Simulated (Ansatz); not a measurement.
Input and command of a calculation in Ansatz (plane waves; scalar-relativistic PAW potentials unless the input names others):

```yaml
crystal:
  lattice:
    - [0.0, 3.4855, 3.4855]
    - [3.4855, 0.0, 3.4855]
    - [3.4855, 3.4855, 0.0]
  atoms:
    - { symbol: Sr, position: [0.0217290367, -0.0372119798, 0.0372119798] }
    - { symbol: Cl, position: [0.2231467109, 0.2959874989, 0.2040125011] }
    - { symbol: Cl, position: [0.7231467109, 0.7959874989, 0.7040125011] }
basis:
  ecutwfc: "33.1 Ry"
kpoints:
  mp_grid: { grid: [6, 6, 6] }
hamiltonian:
  xc: pbesol
scf:
  occupations: { method: gaussian, width: 0.05 }
output:
  forces: true
  eigenvalues: true
  stress: true
```

```bash
ansatz run input.yaml --threads 2 --pin off --max-ram 2560MiB --backend cpu --events-out ev --progress --plain --runs-dir out
```

Abridged log:
```
Pseudopotentials: kind: paw
Pseudopotential: Sr, paw, valence charge 10, recommended cutoff 420 eV (normal)
Pseudopotential: Cl, paw, valence charge 7, recommended cutoff 420 eV (normal)
Functional definition: PBEsol
Crystal: 3 atoms, lattice volume = 84.689 Å³
Basis set: ecut = 450.34844237 eV, 1837 PW (Γ), exchange–correlation on 72×72×72 points (8 copies of the dense FFT grid, shifted against one another)
Bands: 16, of which v1, the nominal top of the filled ones, is band 12 counted from 1 (11 counted from 0)
Symmetry: 2 space group operations
Space group: Cm (ITA 8), of the structure as read, at distance tolerance 4.4e-5 Å
k-points: 68 of 216 (time reversal used)
Initial density: superposition of atomic densities (neutral atoms: chi_scale 0, normalization atom), corrected by the library's trained network
Initial wavefunctions: pseudopotential atomic-orbital guess
Functional: x = pbesol(κ = 0.804, μ = 0.12345679), c = pbesol(β = 0.046)
SCF iter   1: F=—  HF=-5621.064705 eV  |F-HF|=—  |Δ(HF+E_count)|=         —  Δρ=3.64e-3  dr2=1.63e-2  ethr=1.77e-3  ⟨swp⟩=10.0  Hψ=8211  notcnv=0
SCF iter   2: F=—  HF=-5621.061255 eV  |F-HF|=—  |Δ(HF+E_count)|=   3.45e-3  Δρ=1.09e-3  dr2=5.22e-4  ethr=6.79e-5  ⟨swp⟩=2.5  Hψ=2469  notcnv=0
SCF iter   3: F=—  HF=-5621.061368 eV  |F-HF|=—  |Δ(HF+E_count)|=   1.13e-4  Δρ=4.93e-4  dr2=1.11e-4  ethr=2.18e-6  ⟨swp⟩=2.9  Hψ=1986  notcnv=0
SCF iter   4: F=—  HF=-5621.061422 eV  |F-HF|=—  |Δ(HF+E_count)|=   5.41e-5  Δρ=2.02e-4  dr2=2.07e-5  ethr=4.61e-7  ⟨swp⟩=2.1  Hψ=1235  notcnv=0
SCF iter   5: F=—  HF=-5621.061433 eV  |F-HF|=—  |Δ(HF+E_count)|=   1.09e-5  Δρ=4.34e-5  dr2=9.35e-7  ethr=8.63e-8  ⟨swp⟩=3.0  Hψ=1804  notcnv=0
SCF iter   6: F=-5621.061433 eV  HF=-5621.061433 eV  |F-HF|=2.66e-8  |Δ(HF+E_count)|=   5.62e-7  Δρ=6.82e-6  dr2=2.19e-8  ethr=4.17e-10  ⟨swp⟩=6.8  Hψ=5798  notcnv=0
SCF 1 converged in 6 iterations: F = -5621.061433 eV  dr2 = 2.19e-8
SCF converged after 6 iterations
Free energy (F): -5621.061433 eV
Harris-Foulkes:  -5621.061433 eV  (|F-HF|=2.66e-8)
Internal energy: -5621.061433 eV  (E = F + TS)
E sigma→0 (E₀):  -5621.061433 eV
Fermi energy:    5.621572 eV
--- Forces (eV/Å), atoms counted from 1 ---
  atom   1  Sr     0.00000000    -1.24794431     0.54782919
  atom   2  Cl    -0.30837440     0.62398694    -0.27390404
  atom   3  Cl     0.30837440     0.62398694    -0.27390404
--- Stress (GPa, compression-positive) ---
        2.314626       0.000000       0.000000
        0.000000       0.705353      -1.243491
        0.000000      -1.243491       2.105880
  P = ⅓ Tr σ = 1.7086 GPa (17.086 kbar)
```

Apart from outputs and empty bands, the input differs from a reference run on usual settings in basis.ecutwfc: 420 → "33.1 Ry". The reference, at the same geometry (not necessarily relaxed), gave pressure 1.71 GPa, largest force 1.363 eV/Å, gap on the mesh 5.01 eV. This run converged in 6 SCF iterations (reference: 6) with an energy at zero smearing 0.03 meV/atom below the reference's, pressure 1.71 GPa, largest force 1.363 eV/Å, gap on the mesh 5.01 eV.